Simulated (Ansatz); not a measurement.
Structures of BeC₂: which is lowest?

Plane-wave DFT in Ansatz with scalar-relativistic PAW potentials, cutoff 420 eV, Γ-centred meshes chosen by cell and gap, Gaussian smearing with energies taken to zero width. Every cell was relaxed (cell and atoms) in a run of its own, within the symmetry of its start. Functional: PBE.

Relaxed structures (starts from databases or built by putting these elements on another compound's sites):
A. R-3m, 3 atoms in the computed cell, a = 3.031 Å, c = 10.004 Å; sites (symmetry × multiplicity) Be -3m × 3, C 3m × 6; start: built
B. R-3m, 3 atoms in the computed cell, a = 2.486 Å, c = 10.762 Å; sites (symmetry × multiplicity) Be -3m × 3, C 3m × 6; start: built
C. P-3m1, 3 atoms in the computed cell, a = 2.471 Å, c = 3.698 Å; sites (symmetry × multiplicity) Be -3m. × 1, C 3m. × 2; start: built
D. I4_1/amd, 6 atoms in the computed cell, a = 2.542 Å, c = 13.536 Å; sites (symmetry × multiplicity) Be -4m2 × 4, C 2mm. × 8; start: built
E. I4/mmm, 3 atoms in the computed cell, a = 3.896 Å, c = 4.622 Å; sites (symmetry × multiplicity) Be 4/mmm × 2, C 4mm × 4; start: built

Task: Rank them by energy. Could pressure change the order?

Result:
| structure | group | E − E(lowest) (meV/atom) | V (Å³/atom) | gap on mesh (eV) |
| --- | --- | --- | --- | --- |
| B | R-3m | 0.0 | 6.40 | 0.00 |
| C | P-3m1 | 61 | 6.52 | 0.00 |
| D | I4_1/amd | 172 | 7.29 | 0.00 |
| E | I4/mmm | 191 | 11.70 | 2.88 |
| A | R-3m | 481 | 8.84 | 0.63 |

B is lowest, 61 meV/atom under C. The lowest is also the densest of these, so pressure wouldn't bring one of the others in at first order. Other structures may lie lower than all of these, and vibrations aren't counted.